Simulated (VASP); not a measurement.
Input of a VASP 6.6.1 run:

INCAR

```
SYSTEM = TiAl
PREC = Accurate
ENCUT = 520
EDIFF = 1E-6
ISMEAR = 0
SIGMA = 0.5
LREAL = .FALSE.
LASPH = .TRUE.
NELM = 60
ALGO = Normal
ISIF = 2
LWAVE = .FALSE.
LCHARG = .TRUE.
GGA = PS
LELF = .TRUE.
LVHAR = .TRUE.
```

The input KPOINTS:

```
regular mesh
0
G
  18 18 10
  0 0 0
```

POSCAR

```
TiAl
1.0
    2.8469800000      0.0000000000      0.0000000000
   -1.4234900000      2.4655600000      0.0000000000
    0.0000000000      0.0000000000      4.6212100000
Ti Al
1 1
Direct
    0.0000000000      1.0000000000      0.0000000000
    0.3333300000      0.6666700000      0.5000000000
```

Potentials or basis: VASP PAW PBE potentials, release 64 (Ti_sv, Al).

Launch:

```console
$ cat potpaw_PBE.64/Ti_sv/POTCAR potpaw_PBE.64/Al/POTCAR > POTCAR
$ mpirun -np 1 vasp_std > vasp.out
```

Task: Predict the pressure.

Result: 0.5 GPa.

Task: Predict the band gap on the k mesh.

Result: None (metal or under the smearing width).

Stress tensor (GPa, compression positive):
```
 1.00  0.00  0.00
 0.00  1.00  0.00
 0.00  0.00 -0.61
```

Caveat: the PAW data sets were made with another functional, which shifts forces and pressure a little.
